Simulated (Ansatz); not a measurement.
**Ba (diamond type): how the settings move a single-point run**

Aim: see which settings change the result for Ba (diamond type), by how much, and at what cost.

Method: reference: DFT, PBE, norm-conserving pseudopotentials, Ansatz's default files, scalar-relativistic, in Ansatz 0.2.0.

### 1 Starting point

The structure is cubic, space group Fd-3m (No. 227). Conventional cell: a = 5.657 Å, b = 5.657 Å, c = 5.657 Å, α = 90.00°, β = 90.00°, γ = 90.00°. Ba (site symmetry -43m) has 4 Ba at 2.45 Å as nearest neighbours.

Structure file:

```cif
data_structure
_symmetry_space_group_name_H-M 'Fd-3m:1'
_symmetry_Int_Tables_number 227
_cell_length_a 5.6573
_cell_length_b 5.6573
_cell_length_c 5.6573
_cell_angle_alpha 90.000
_cell_angle_beta 90.000
_cell_angle_gamma 90.000
_cell_volume 181.06
loop_
_atom_site_label
_atom_site_type_symbol
_atom_site_symmetry_multiplicity
_atom_site_Wyckoff_symbol
_atom_site_fract_x
_atom_site_fract_y
_atom_site_fract_z
_atom_site_occupancy
Ba1 Ba 8 b 0.00000 0.50000 0.00000 1
```

### 2 The reference run

Contents of input.yaml:

```yaml
crystal:
  lattice:
    - [0.0, 2.8286625559, 2.8286625559]
    - [2.8286625559, 0.0, 2.8286625559]
    - [2.8286625559, 2.8286625559, 0.0]
  atoms:
    - { symbol: Ba, position: [-0.125, -0.125, -0.125] }
    - { symbol: Ba, position: [0.125, 0.125, 0.125] }
kpoints:
  mp_grid: { grid: [9, 9, 9] }
scf:
  occupations: { method: fermi_dirac, width: 0.05 }
hamiltonian:
  xc: pbe
  pseudopotentials: { kind: nc }
output:
  forces: true
  stress: true
  eigenvalues: true
```

Command:

```
ansatz run input.yaml --threads 1 --pin off --max-ram 2048MiB --backend cpu --events-out ev --progress --plain --runs-dir out
```

### 3 Changed: occupations.method cold, occupations.width 0.005

Edit input.yaml of step 2 so:

```diff
@@ -11,3 +11,3 @@
 scf:
-  occupations: { method: fermi_dirac, width: 0.05 }
+  occupations: { method: cold, width: 0.005 }
 hamiltonian:
```

What does the calculation give? Wanted: for each run, ending; energy change; pressure; gap; force.

As calculated:

```
                                                run     ending        energy change  pressure (GPa)  gap (eV)  force (eV/Å)  cycles   time
                                          reference  converged                    0           113.5      0.00          0.00       6  4.5 s
1: occupations.method cold, occupations.width 0.005  converged  +0.8 meV/atom (σ→0)           113.3      0.00          0.00       6  4.4 s
```

Residual by cycle in the longest SCF loop of each run; runs are numbered as in the table. The quantity is the density residual dr2, in eV.

```
cycle  reference   run 1
    1      0.826   0.832
    2      0.324  0.0935
    3     0.0055  7.2e-4
    4     4.7e-5  3.1e-5
    5     2.2e-6  5.8e-7
    6     3.6e-8  7.5e-8
```

What this shows: Changing the smearing moves the energy by +0.8 meV/atom (σ→0 values). The structure is not at rest: the sound run finds 114 GPa, so these are no properties of the relaxed crystal. 
